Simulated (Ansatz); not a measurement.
Relaxed (100) slab cut from GaP (space group F-43m (No. 216)); the slab's formula is GaP, its outer planes Ga (top) and P (bottom):

```xyz
10
Lattice="3.8456 0.0000 0.0000 0.0000 3.8456 0.0000 0.0000 0.0000 27.2365" Properties=species:S:1:pos:R:3 pbc="T T T"
P     0.0000    1.9228    7.5251
Ga    1.9228    1.9228    8.8254
P     1.9228    0.0000   10.2272
Ga    0.0000    0.0000   11.5522
P     0.0000    1.9228   12.9337
Ga    1.9228    1.9228   14.2797
P     1.9228    0.0000   15.6529
Ga    0.0000    0.0000   16.9985
P     0.0000    1.9228   18.3663
Ga    1.9228    1.9228   19.8215
```

Level of theory: Ansatz 0.2.0, DFT PBEsol, scalar-relativistic, plane waves, PAW. Settings: cutoff 420 eV, Γ-centred mesh 7×7×1 on the computed 10-atom cell, Gaussian smearing of 0.05 eV; no spin polarisation. The cell repeats along c with a dipole correction in the vacuum.

The potential is the smooth part; its values at the atoms depend on the PAW datasets.

Question: How does the plane-averaged electrostatic potential energy of an electron run along c, counted from the Fermi level?

Answer: (z (Å), V (eV)): (2.55, 6.28), (2.84, 6.28), (3.12, 6.28), (3.40, 6.28), (3.69, 6.28), (3.97, 6.28), (4.26, 6.28), (4.54, 6.27), (4.82, 6.27), (5.11, 6.25), (5.39, 6.21), (5.67, 6.13), (5.96, 5.94), (6.24, 5.51), (6.53, 4.54), (6.81, 2.38), (7.09, -1.38), (7.38, -4.37), (7.66, -5.07), (7.94, -3.88), (8.23, -2.48), (8.51, -2.02), (8.80, -1.98), (9.08, -1.86), (9.36, -1.75), (9.65, -2.57), (9.93, -4.63), (10.21, -5.79), (10.50, -5.10), (10.78, -3.47), (11.06, -2.55), (11.35, -2.54), (11.63, -2.54), (11.92, -2.40), (12.20, -2.53), (12.48, -3.96), (12.77, -5.78), (13.05, -6.00), (13.33, -4.53), (13.62, -3.02), (13.90, -2.67), (14.19, -2.76), (14.47, -2.72), (14.75, -2.59), (15.04, -3.20), (15.32, -5.01), (15.60, -6.27), (15.89, -5.68), (16.17, -3.91), (16.46, -2.82), (16.74, -2.77), (17.02, -2.79), (17.31, -2.67), (17.59, -2.67), (17.87, -3.83), (18.16, -5.62), (18.44, -6.04), (18.73, -4.60), (19.01, -2.68), (19.29, -2.41), (19.58, -2.75), (19.86, -2.68), (20.14, -1.87), (20.43, -0.17), (20.71, 2.09), (20.99, 3.50), (21.28, 4.19), (21.56, 4.54), (21.85, 4.71), (22.13, 4.80), (22.41, 4.84), (22.70, 4.87), (22.98, 4.88), (23.26, 4.88), (23.55, 4.88), (23.83, 4.89), (24.12, 4.89), (24.40, 4.89), (24.68, 4.89)

The vacuum level lies 4.89 eV (top face) and 6.28 eV (bottom face) above the Fermi level.

Cost: 1 run of about 2.9 core-minutes, on Intel Xeon Platinum 8488C (Sapphire Rapids) (shared hosts).